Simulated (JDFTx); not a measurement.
The system is Rb.

```xyz
1
Lattice="-2.9545 2.9545 2.7308 2.9545 -2.9545 2.7308 2.9545 2.9545 -2.7308" Properties=species:S:1:pos:R:3 pbc="T T T"
Rb    0.0000    0.0000    0.0000
```

This isn't the form of Rb at room conditions, which is bcc.

| Property | Result |
| --- | --- |
| Program | JDFTx 1.7.0 (patched build) |
| Task | single point |
| Functional | PBE |
| Potentials or basis | PseudoDojo-SR-PBE-0.5-standard with smoothed tails |
| Cutoff | 626 eV |
| Density cutoff | 2503 eV |
| k mesh | 7 × 7 × 7 |
| Occupations | fermi-dirac, width 0.05 eV |
| Spin | no spin polarisation |

On this cell: pressure -0.1 GPa; band gap on the k mesh none (metal or under the smearing width).

The same run follows on a disturbed copy (cell strained at random at fixed volume):

```
Rb
1.0
    -2.90185    2.86931    2.77651
     2.95454   -2.89322    2.85939
     2.90989    2.90126   -2.80238
Rb
1
Direct
  0.99437 0.00257 0.99618
```

What changes?

The energy (extrapolated to zero smearing) moves by +1.5 meV/atom; pressure -0.1 GPa; band gap on the k mesh none (metal or under the smearing width).

Caveats: the empty levels aren't tightly converged.
